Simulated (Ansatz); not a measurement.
WSe2: frozen-core PAW against all-electron methods

```
W Se
1.0
     3.27900    0.00000    0.00000
    -1.63950    2.83969    0.00000
     0.00000    0.00000   12.92662
W Se
2 4
Direct
  0.33333 0.66667 0.25000
  0.66667 0.33333 0.75000
  0.33333 0.66667 0.62100
  0.66667 0.33333 0.12100
  0.33333 0.66667 0.87900
  0.66667 0.33333 0.37900
```

Atom numbers follow the list: W1, W2, Se3, Se4, Se5, Se6.

The cell is COD entry 9009146, as deposited and not checked against the literature; nothing was relaxed. The listed cell was then made from it by scaling, straining or moving an atom.

Spin–orbit coupling is left out, though it moves levels of the heavy atoms by tenths of an eV or more.

Methods: DFT, PBEsol, PAW with Ansatz's default frozen-core files, scalar-relativistic (Ansatz 0.2.0); DFT, PBEsol, all-electron LAPW, scalar-relativistic (Ansatz 0.2.0).

For PAW: a Γ-centred 11×11×3 k mesh, Fermi–Dirac smearing of 0.08 eV, cutoff 420 eV, no spin polarisation; the PAW files were made with PBE, and the program remakes their frozen cores for this functional. LAPW targets a basis error of 0.5 meV/atom. The Ansatz runs share mesh, smearing and spin set-up. Plane-wave (PAW) pressures include the program's estimate of the Pulay term.

Stress and pressure are positive in compression.

The change that made this cell: volume scaled by 0.99.

PAW results:

```tsv
quantity	PAW
pressure (GPa)	0.18
stress xx (GPa)	-0.27
stress zz (GPa)	1.07
force on Se3, z (eV/Å)	-0.037
band gap (eV)	0.906
```

(1) What does LAPW (all electrons) give for the same quantities?

Results:

(1) 
```tsv
quantity	LAPW
pressure (GPa)	0.22
stress xx (GPa)	-0.23
stress zz (GPa)	1.10
force on Se3, z (eV/Å)	-0.041
band gap (eV)	0.907
```
